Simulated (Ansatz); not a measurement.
## Σ5 (310) boundary in bcc Mo with N (interstitial): structure and resistance

Aim: the relaxed structure and the specific resistance of the Σ5 (310) boundary in bcc Mo with N (interstitial).

Program: Ansatz 0.2.0. Level of theory: Ansatz plane-wave DFT, PBE, PAW files; relaxation of a bicrystal slab with its lowest layers held; PAW set soft_1, in the first sound run; inputs show where later runs differ. Results are calculated unless marked as measured.

## 1. Set-up

The cell holds 21 atoms: 20 Mo and 1 N. Its edges and angles: a = 5.219 Å, b = 3.147 Å, c = 30.308 Å, α = 90.0°, β = 90.0°, γ = 72.5°. It derives from Mo. built on the (3 1 0) plane; 1 overlapping atoms removed and the grains opened by 0.4 Å. Vacuum lies along c.

## 2. Relaxing the bicrystal

The boundary is built by mirroring the lower grain in the boundary plane and removing any atoms that overlap; then the N is put in at the boundary. A thin bicrystal slab is relaxed first, with the lowest layers held and the upper grain free to shift and open.

The input, input.yaml:

```yaml
crystal:
  lattice:
    - [5.2187091076, 0.0, 0.0]
    - [0.9488562014, 3.0005467684, 0.0]
    - [0.0, 0.0, 30.3082068143]
  atoms:
    - { symbol: Mo, position: [0.7999999999, 0.6000000001, 0.1649718187] }
    - { symbol: Mo, position: [0.1999999999, 0.9, 0.1978067794] }
    - { symbol: Mo, position: [0.5999999999, 0.2, 0.2306417401] }
    - { symbol: Mo, position: [1.0, 0.5, 0.2634767008] }
    - { symbol: Mo, position: [0.4, 0.8, 0.2963116615] }
    - { symbol: Mo, position: [0.8, 0.1, 0.3291466222] }
    - { symbol: Mo, position: [0.2, 0.4, 0.3619815829] }
    - { symbol: Mo, position: [0.6, 0.7, 0.3948165436] }
    - { symbol: Mo, position: [0.0, 0.0, 0.4276515043] }
    - { symbol: "N", position: [0.3333333333, 0.3333333333, 0.4359000953] }
    - { symbol: Mo, position: [0.6, 0.7, 0.4736842105] }
    - { symbol: Mo, position: [0.2, 0.4, 0.5065191712] }
    - { symbol: Mo, position: [0.8, 0.1, 0.5393541319] }
    - { symbol: Mo, position: [0.4, 0.8, 0.5721890926] }
    - { symbol: Mo, position: [1.0, 0.5, 0.6050240533] }
    - { symbol: Mo, position: [0.5999999999, 0.2, 0.637859014] }
    - { symbol: Mo, position: [0.1999999999, 0.9, 0.6706939747] }
    - { symbol: Mo, position: [0.7999999999, 0.6000000001, 0.7035289354] }
    - { symbol: Mo, position: [0.3999999999, 0.3000000001, 0.7363638961] }
    - { symbol: Mo, position: [0.9999999999, 1.0e-10, 0.7691988568] }
    - { symbol: Mo, position: [0.5999999999, 0.7000000001, 0.8020338175] }
kpoints:
  mp_grid: { grid: [8, 8, 1] }
hamiltonian:
  xc: pbe
  pseudopotentials: { kind: paw, azcp: { folder: soft_1 } }
scf:
  occupations: { method: fermi_dirac, width: 0.1 }
relax:
  f_tol: 0.03
  max_steps: 80
  constraints: [{ sites: [0, 1, 2, 3] }]
```

Run with:

```console
ansatz run input.yaml --threads 4 --pin off --max-ram 15360MiB --backend cpu --events-out ev --progress --plain --runs-dir out
```

Numbers of over 12 decimals in the logs are rounded to 6 here.

The program printed:

```text
Engine: ansatz 0.2.0, aarch64-unknown-linux-gnu
Pseudopotentials: kind: paw
Pseudopotential: Mo, paw, valence charge 14, recommended cutoff 420 eV (normal), soft_1/Mo.paw.azcp
Pseudopotential: N, paw, valence charge 5, recommended cutoff 420 eV (normal), soft_1/N.paw.azcp
Functional definition: PBE
  parameter kappa = 0.804
  parameter beta = 0.066725
  exchange = pbe_x(kappa = kappa, mu = beta*pi^2/3)
  correlation = pbe_c(beta = beta)
Crystal: 21 atoms, lattice volume = 474.596 Å³
Basis set: ecut = 420 eV, 9333 PW (Γ), exchange–correlation on 72×48×432 points (8 copies of the dense FFT grid, shifted against one another)
Bands: 171, of which v1, the nominal top of the filled ones, is band 143 counted from 1 (142 counted from 0)
Symmetry: 2 space group operations
Space group: Cm (ITA 8), of the structure as read, at distance tolerance 7.8e-5 Å
k-points: 21 of 64 (time reversal used)
Non-local potential: Mo, projectors of the file, l = 0: 3, l = 1: 2, l = 2: 2, l = 3: 1
Non-local potential: N, projectors of the file, l = 0: 2, l = 1: 2, l = 2: 1
PAW form: soft (Blöchl's): semilocal exchange-correlation on the pseudo side does not see the compensation charge
PAW one-centre angular grid: Mo, 590 points (default); XC on 64 Gauss nodes
PAW one-centre angular grid: N, 110 points (default); XC on 64 Gauss nodes
Initial density: superposition of atomic densities (neutral atoms: chi_scale 0, normalization atom)
Initial wavefunctions: pseudopotential atomic-orbital guess
Functional: x = pbe(κ = 0.804, μ = 0.219515), c = pbe(β = 0.066725)
SCF iter   1: F=—  HF=-99515.036518 eV  |F-HF|=—  |Δ(HF+E_count)|=         —  Δρ=9.54e-2  dr2=2.23e2  ethr=3.10e-3  ⟨swp⟩=8.0  Hψ=15769  notcnv=0
preconditioner: auto → LDOS  [metal: Δε(μ)=0.009 eV  Ē_g=4.883 eV  σ=0.100 eV  W_gap=0.02  n_scr=118 (ndim 8)  ℏωp=19.1 eV  f_vac=0.276  D(μ)=15.37/eV (n_scr^D=104)  β→1.0]
SCF iter   2: F=—  HF=-99507.118223 eV  |F-HF|=—  |Δ(HF+E_count)|=    7.92e0  Δρ=7.63e-2  dr2=2.80e2  ethr=3.10e-3  ⟨swp⟩=4.4  Hψ=9894  notcnv=0
SCF iter   3: F=—  HF=-99497.692306 eV  |F-HF|=—  |Δ(HF+E_count)|=    9.43e0  Δρ=1.38e-2  dr2=4.35e0  ethr=3.10e-3  ⟨swp⟩=4.3  Hψ=8697  notcnv=0  defer=1
SCF iter   4: F=—  HF=-99497.467663 eV  |F-HF|=—  |Δ(HF+E_count)|=   2.25e-1  Δρ=4.57e-3  dr2=1.45e-1  ethr=1.53e-3  ⟨swp⟩=2.5  Hψ=5247  notcnv=0
SCF iter   5: F=—  HF=-99497.433389 eV  |F-HF|=—  |Δ(HF+E_count)|=   3.43e-2  Δρ=1.56e-3  dr2=7.68e-2  ethr=5.07e-5  ⟨swp⟩=3.0  Hψ=7394  notcnv=0
SCF iter   6: F=—  HF=-99497.431137 eV  |F-HF|=—  |Δ(HF+E_count)|=   2.25e-3  Δρ=6.48e-4  dr2=1.62e-2  ethr=2.69e-5  ⟨swp⟩=2.5  Hψ=4761  notcnv=0
SCF iter   7: F=—  HF=-99497.432276 eV  |F-HF|=—  |Δ(HF+E_count)|=   1.14e-3  Δρ=1.68e-4  dr2=4.36e-4  ethr=5.69e-6  ⟨swp⟩=1.4  Hψ=3722  notcnv=0
SCF iter   8: F=—  HF=-99497.432326 eV  |F-HF|=—  |Δ(HF+E_count)|=   4.99e-5  Δρ=8.21e-5  dr2=2.95e-4  ethr=1.53e-7  ⟨swp⟩=3.3  Hψ=7040  notcnv=0
SCF iter   9: F=-99497.432324 eV  HF=-99497.432329 eV  |F-HF|=4.76e-6  |Δ(HF+E_count)|=   2.95e-6  Δρ=2.83e-5  dr2=1.06e-5  ethr=7.89e-9  ⟨swp⟩=4.1  Hψ=13971  notcnv=0
SCF 1 converged in 9 iterations: F = -99497.432324 eV  dr2 = 1.06e-5
  greatest PAW one-centre occupation: 0.999 electrons in one spin orbital (limit 2), on the Mo atom at site 13 (counted from 0), in its partial waves of l = 0
relax step   1: F+E_penalty+E_count = -99497.43232401 eV  Δ(F+E_penalty+E_count) = +0.000e0 eV  max|allowed force component| = 1.872e0 eV/Å  Δτ_max = 0.0000 Å  (9 SCF iters, dr2 threshold 2.25e-5 eV, accepted)
Initial density: handed on by an earlier stage of this run
Initial wavefunctions: those handed on with the density
iter 1 solved again at ethr=8.55e-4 eV; its pass at ethr=3.10e-3 eV (dr2=2.44e0 eV) is discarded
SCF iter   1: F=—  HF=-99498.089482 eV  |F-HF|=—  |Δ(HF+E_count)|=         —  Δρ=1.23e-2  dr2=2.71e0  ethr=8.55e-4  ⟨swp⟩=1.6  Hψ=11807  notcnv=0
eigensolver tolerance schedule calibrated: the retry pair's looser diagonalisation under-reported the residual by θ = 0.10 (0.18/decade); ethr = c·dr2/N_el runs at the constant in force after the calibration composes with the one it found (an armed cap, an earlier calibration), c = 3.0e-2
preconditioner: auto → LDOS  [metal: Δε(μ)=0.004 eV  Ē_g=4.286 eV  σ=0.100 eV  W_gap=0.01  n_scr=118 (ndim 8)  ℏωp=19.1 eV  f_vac=0.283  D(μ)=16.94/eV (n_scr^D=124)  β→1.0]
SCF iter   2: F=—  HF=-99498.015690 eV  |F-HF|=—  |Δ(HF+E_count)|=   7.38e-2  Δρ=5.02e-3  dr2=2.69e-1  ethr=2.88e-4  ⟨swp⟩=4.5  Hψ=7386  notcnv=0
SCF iter   3: F=—  HF=-99497.984562 eV  |F-HF|=—  |Δ(HF+E_count)|=   3.11e-2  Δρ=2.02e-3  dr2=4.92e-2  ethr=2.85e-5  ⟨swp⟩=3.2  Hψ=7989  notcnv=0  defer=1
SCF iter   4: F=—  HF=-99497.976284 eV  |F-HF|=—  |Δ(HF+E_count)|=   8.28e-3  Δρ=4.03e-4  dr2=1.79e-3  ethr=5.21e-6  ⟨swp⟩=3.0  Hψ=7256  notcnv=0
SCF iter   5: F=—  HF=-99497.976203 eV  |F-HF|=—  |Δ(HF+E_count)|=   8.09e-5  Δρ=1.09e-4  dr2=1.41e-4  ethr=1.89e-7  ⟨swp⟩=3.0  Hψ=7239  notcnv=0
SCF iter   6: F=-99497.976248 eV  HF=-99497.976249 eV  |F-HF|=8.68e-7  |Δ(HF+E_count)|=   4.65e-5  Δρ=4.67e-5  dr2=1.85e-5  ethr=1.06e-8  ⟨swp⟩=2.8  Hψ=14337  notcnv=0
SCF 2 converged in 6 iterations: F = -99497.976248 eV  dr2 = 1.85e-5
  greatest PAW one-centre occupation: 0.999 electrons in one spin orbital (limit 2), on the Mo atom at site 12 (counted from 0), in its partial waves of l = 0
relax step   2: F+E_penalty+E_count = -99497.97624838 eV  Δ(F+E_penalty+E_count) = -5.439e-1 eV  max|allowed force component| = 6.647e-1 eV/Å  Δτ_max = 0.1949 Å  (6 SCF iters, dr2 threshold 1.00e-4 eV, accepted)
iter 1 solved again at ethr=5.41e-4 eV; its pass at ethr=3.10e-3 eV (dr2=1.54e0 eV) is discarded
SCF iter   1: F=—  HF=-99498.141665 eV  |F-HF|=—  |Δ(HF+E_count)|=         —  Δρ=9.80e-3  dr2=1.52e0  ethr=5.41e-4  ⟨swp⟩=1.6  Hψ=11248  notcnv=0
preconditioner: auto → LDOS  [metal: Δε(μ)=0.018 eV  Ē_g=4.278 eV  σ=0.100 eV  W_gap=0.04  n_scr=118 (ndim 8)  ℏωp=19.1 eV  f_vac=0.281  D(μ)=16.89/eV (n_scr^D=124)  β→1.0]
SCF iter   2: F=—  HF=-99498.099656 eV  |F-HF|=—  |Δ(HF+E_count)|=   4.20e-2  Δρ=3.94e-3  dr2=1.67e-1  ethr=5.35e-4  ⟨swp⟩=3.8  Hψ=6457  notcnv=0  defer=1
SCF iter   3: F=—  HF=-99498.078948 eV  |F-HF|=—  |Δ(HF+E_count)|=   2.07e-2  Δρ=2.03e-3  dr2=3.98e-2  ethr=5.87e-5  ⟨swp⟩=2.8  Hψ=6904  notcnv=0
SCF iter   4: F=—  HF=-99498.072018 eV  |F-HF|=—  |Δ(HF+E_count)|=   6.93e-3  Δρ=4.94e-4  dr2=1.33e-3  ethr=1.40e-5  ⟨swp⟩=3.0  Hψ=6801  notcnv=0
SCF iter   5: F=—  HF=-99498.072329 eV  |F-HF|=—  |Δ(HF+E_count)|=   3.11e-4  Δρ=9.62e-5  dr2=4.39e-5  ethr=4.67e-7  ⟨swp⟩=2.4  Hψ=6486  notcnv=0
SCF iter   6: F=-99498.072315 eV  HF=-99498.072320 eV  |F-HF|=5.50e-6  |Δ(HF+E_count)|=   8.83e-6  Δρ=3.09e-5  dr2=8.99e-6  ethr=9.69e-9  ⟨swp⟩=5.0  Hψ=12788  notcnv=0
SCF 3 converged in 6 iterations: F = -99498.072315 eV  dr2 = 8.99e-6
relax step   3: F+E_penalty+E_count = -99498.07231476 eV  Δ(F+E_penalty+E_count) = -9.607e-2 eV  max|allowed force component| = 2.977e-1 eV/Å  Δτ_max = 0.1085 Å  (6 SCF iters, dr2 threshold 2.76e-5 eV, accepted)
[...]
relax step   4: F+E_penalty+E_count = -99498.09596936 eV  Δ(F+E_penalty+E_count) = -2.365e-2 eV  max|allowed force component| = 1.380e-1 eV/Å  Δτ_max = 0.0729 Å  (6 SCF iters, dr2 threshold 1.12e-5 eV, accepted)
[...]
relax step   5: F+E_penalty+E_count = -99498.09979214 eV  Δ(F+E_penalty+E_count) = -3.823e-3 eV  max|allowed force component| = 7.508e-2 eV/Å  Δτ_max = 0.0373 Å  (5 SCF iters, dr2 threshold 3.82e-6 eV, accepted)
[...]
relax step   6: F+E_penalty+E_count = -99498.10277879 eV  Δ(F+E_penalty+E_count) = -2.987e-3 eV  max|allowed force component| = 4.153e-2 eV/Å  Δτ_max = 0.0197 Å  (6 SCF iters, dr2 threshold 1.21e-6 eV, accepted)
SCF iter   1: F=—  HF=-99498.102756 eV  |F-HF|=—  |Δ(HF+E_count)|=         —  Δρ=6.94e-4  dr2=3.87e-3  ethr=5.34e-5  ⟨swp⟩=2.1  Hψ=4985  notcnv=0
preconditioner: auto → LDOS  [metal: Δε(μ)=0.034 eV  Ē_g=4.273 eV  σ=0.100 eV  W_gap=0.09  n_scr=118 (ndim 8)  ℏωp=19.1 eV  f_vac=0.279  D(μ)=16.84/eV (n_scr^D=124)  β→1.0]
SCF iter   2: F=—  HF=-99498.102641 eV  |F-HF|=—  |Δ(HF+E_count)|=   1.15e-4  Δρ=2.63e-4  dr2=5.60e-4  ethr=1.36e-6  ⟨swp⟩=2.0  Hψ=5473  notcnv=0
SCF iter   3: F=—  HF=-99498.102544 eV  |F-HF|=—  |Δ(HF+E_count)|=   9.66e-5  Δρ=1.11e-4  dr2=1.29e-4  ethr=1.96e-7  ⟨swp⟩=3.0  Hψ=6802  notcnv=0
SCF iter   4: F=—  HF=-99498.102518 eV  |F-HF|=—  |Δ(HF+E_count)|=   2.60e-5  Δρ=2.48e-5  dr2=3.83e-6  ethr=4.52e-8  ⟨swp⟩=3.0  Hψ=6188  notcnv=0
SCF iter   5: F=—  HF=-99498.103324 eV  |F-HF|=—  |Δ(HF+E_count)|=   8.06e-4  Δρ=5.75e-6  dr2=1.51e-7  ethr=1.34e-9  ⟨swp⟩=2.6  Hψ=6885  notcnv=0
SCF iter   6: F=-99498.103324 eV  HF=-99498.103324 eV  |F-HF|=2.49e-8  |Δ(HF+E_count)|=   7.75e-8  Δρ=2.25e-6  dr2=5.06e-8  ethr=3.51e-11  ⟨swp⟩=5.2  Hψ=13463  notcnv=0
SCF 7 converged in 6 iterations: F = -99498.103324 eV  dr2 = 5.06e-8
relax step   7: F+E_penalty+E_count = -99498.10332398 eV  Δ(F+E_penalty+E_count) = -5.452e-4 eV  max|allowed force component| = 1.889e-2 eV/Å  Δτ_max = 0.0089 Å  (6 SCF iters, accepted)
SCF converged after 6 iterations
Free energy (F): -99498.103324 eV
Harris-Foulkes:  -99498.103324 eV  (|F-HF|=2.49e-8)
Internal energy: -99497.545308 eV  (E = F + TS)
E sigma→0 (E₀):  -99497.824316 eV
Entropy (-TS):   -0.558016 eV (-26.572 meV/atom)
Fermi energy:    12.840018 eV
--- Per-component energies (eV) ---
  E_band       = -3380.866205
  E_kinetic    = 8555.775347
  E_local      = -266748.669667  (includes V_loc(G=0)·N_el)
  E_nonlocal   = 3006.675554
  E_hartree    = 129739.060597
  E_xc         = -3574.257365
  E_vxc        = -4456.366372  (∫ρ·V_xc dr)
  E_paw        = -64365.195455  (= ΣΔE_a)
  E_vpaw       = -3216.433486  (= ΣTr[D̂ρ^β])
  E_aug_tail   = 0.001833  (compensation charges beyond the density's cutoff)
  E_ewald      = 93889.063849
  E_smearing   = -0.558016  (= −TS)
  E_closure    = 0.000000  (closes the sum)
  Σ components = -99498.103324   (vs F -99498.103324, Δ=0.00e0)
--- Forces (eV/Å), atoms counted from 1 ---
  atom   1  Mo     0.32347805    -0.10229274     1.80581517
  atom   2  Mo    -0.50278948     0.15899600    -0.37015569
  atom   3  Mo     0.12794761    -0.04046059    -1.00000109
  atom   4  Mo     0.05128157    -0.01621666    -0.43594197
  atom   5  Mo     0.00147812    -0.00046742     0.00074747
  atom   6  Mo     0.00546306    -0.00172757    -0.00259501
  atom   7  Mo     0.00653473    -0.00206646     0.00647247
  atom   8  Mo    -0.01185799     0.00374983     0.00406313
  atom   9  Mo    -0.00192631     0.00060915    -0.00372330
  atom  10  N     -0.00236043     0.00074643    -0.00794602
  atom  11  Mo     0.01388914    -0.00439213    -0.00600479
  atom  12  Mo    -0.00639490     0.00202225     0.01888615
  atom  13  Mo    -0.00905093     0.00286216     0.00135641
  atom  14  Mo    -0.00051298     0.00016222    -0.00699319
  atom  15  Mo     0.00218694    -0.00069157    -0.00379837
  atom  16  Mo    -0.00114732     0.00036281    -0.00307410
  atom  17  Mo     0.00488649    -0.00154524     0.00814487
  atom  18  Mo    -0.00299425     0.00094687    -0.00514599
  atom  19  Mo     0.00987442    -0.00312257    -0.00626984
  atom  20  Mo    -0.00419085     0.00132526     0.00166454
  atom  21  Mo    -0.00378416     0.00119666     0.00453140
  max |Σ_I F_I| component: 3.23e-5 eV/Å
--- Relaxed structure (7 steps of the walk, 7 accepted, 0 SCFs on fresh bases) ---
  F+E_penalty+E_count = -99498.10332398 eV   max|allowed force component| = 1.889e-2 eV/Å
  atoms:
    - { symbol: Mo, position: [0.7999999999, 0.600000, 0.1649718187] }
    - { symbol: Mo, position: [0.1999999999, 0.900000, 0.1978067794] }
    - { symbol: Mo, position: [0.5999999999, 0.200000, 0.2306417401] }
    - { symbol: Mo, position: [1.0, 0.5, 0.2634767008] }
    - { symbol: Mo, position: [0.399238, 0.800381, 0.296175] }
    - { symbol: Mo, position: [0.800297, 0.099851, 0.330050] }
    - { symbol: Mo, position: [0.189425, 0.405287, 0.362594] }
    - { symbol: Mo, position: [0.596419, 0.701790, 0.393612] }
    - { symbol: Mo, position: [0.030813, -0.015406, 0.436067] }
    - { symbol: N, position: [0.339568, 0.330216, 0.435840] }
    - { symbol: Mo, position: [0.590166, 0.704917, 0.477542] }
    - { symbol: Mo, position: [0.184633, 0.407683, 0.508925] }
    - { symbol: Mo, position: [0.794888, 0.102556, 0.541589] }
    - { symbol: Mo, position: [0.392060, 0.803970, 0.575354] }
    - { symbol: Mo, position: [0.994396, 0.502802, 0.608193] }
    - { symbol: Mo, position: [0.595944, 0.202028, 0.640976] }
    - { symbol: Mo, position: [0.198065, 0.900967, 0.674381] }
    - { symbol: Mo, position: [0.797448, 0.601276, 0.706857] }
    - { symbol: Mo, position: [0.393876, 0.303062, 0.741317] }
    - { symbol: Mo, position: [0.985275, 0.00736275, 0.773522] }
    - { symbol: Mo, position: [0.610330, 0.694835, 0.799624] }
```

The job ended after 6.1 min (4 threads of Arm Neoverse V1, shared host; peak memory 2.4 GiB; 24 min of CPU time).

This run has no spin polarisation although its electron count is odd.

Relaxation path:

```
step  energy less that of the first step (eV)  largest force component (eV/Å)
   1                                   0.0000                          1.8725
   2                                  -0.5439                          0.6647
   3                                  -0.6400                          0.2977
   4                                  -0.6636                          0.1380
   5                                  -0.6675                          0.0751
   6                                  -0.6705                          0.0415
   7                                  -0.6710                          0.0189
```

The run keeps the 2 symmetry operations that it works with, so distortions that break them were not tested.

The atoms that moved most (Å):

```
atom      dx      dy     dz  length
 Mo9   0.146  -0.046  0.255   0.298
Mo19  -0.029   0.009  0.150   0.153
Mo20  -0.070   0.022  0.131   0.150
Mo11  -0.047   0.015  0.117   0.127
Mo17  -0.009   0.003  0.112   0.112
Mo12  -0.073   0.023  0.073   0.106
Mo14  -0.038   0.012  0.096   0.104
Mo18  -0.012   0.004  0.101   0.102
```

This step gave:

* free energy: -99498.1033 eV
* energy at zero smearing: -99497.8243 eV
* Fermi energy: 12.84 eV

The largest force component on a free atom ends at 0.019 eV/Å, under the tolerance of 0.03, after 7 steps.

(Part 1 of 2 ends here.)

[Logs are printed without paths, hosts, clocks, repeated set-up lines and the standing remarks that a program may print on its own settings, such as how far it seeks lower states.]

[Hosts, paths, dates, database ids (printed as entryN), source tags and the programs' standing remarks are cut or masked in the printed files.]
